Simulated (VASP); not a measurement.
Runs of VASP 6.6.1 on BN. Symmetry: P6_3/mmc, No. 194, hexagonal system. Conventional cell: a = 2.541 Å, b = 2.541 Å, c = 7.080 Å, α = 90.00°, β = 90.00°, γ = 120.00°. B (site symmetry -6m2) is surrounded by 3 N at 1.47 Å. Around N (site symmetry -6m2) lie 3 B at 1.47 Å. 

| task | cell | cutoff (eV) | smearing | gap on the mesh (eV) | pressure (GPa) |
| --- | --- | --- | --- | --- | --- |
| relaxation of shape and atoms at fixed volume | relaxed at fixed volume | 600 | gaussian 0.02 eV | 4.39 | -1.7 |
| single point | P6_3/mmc, 9.0 Å³/atom | 520 | gaussian 0.02 eV | 4.27 | 0.1 |
| electric field gradients | P6_3/mmc, 9.0 Å³/atom | 520 | gaussian 0.01 eV | 4.27 | 0.1 |
| single point | P6_3/mmc, 9.9 Å³/atom | 520 | gaussian 0.02 eV | 4.39 | -1.5 |
| single point | cell and atoms relaxed tightly for response | 520 | gaussian 0.01 eV | 4.27 | 0.1 |
| relaxation of cell and atoms | relaxed from: cell and atoms relaxed tightly for response | 600 | gaussian 0.01 eV | (a) | 0.0 |

Alike in all rows: level PBE+D3(BJ); potentials or basis VASP PAW PBE potentials, release 64 (B, N); no spin polarisation; k mesh 12 × 12 × 4.

**Question.** Estimate the missing entries.

**Answer.** (a) 4.25.

A k mesh can miss the band edges.
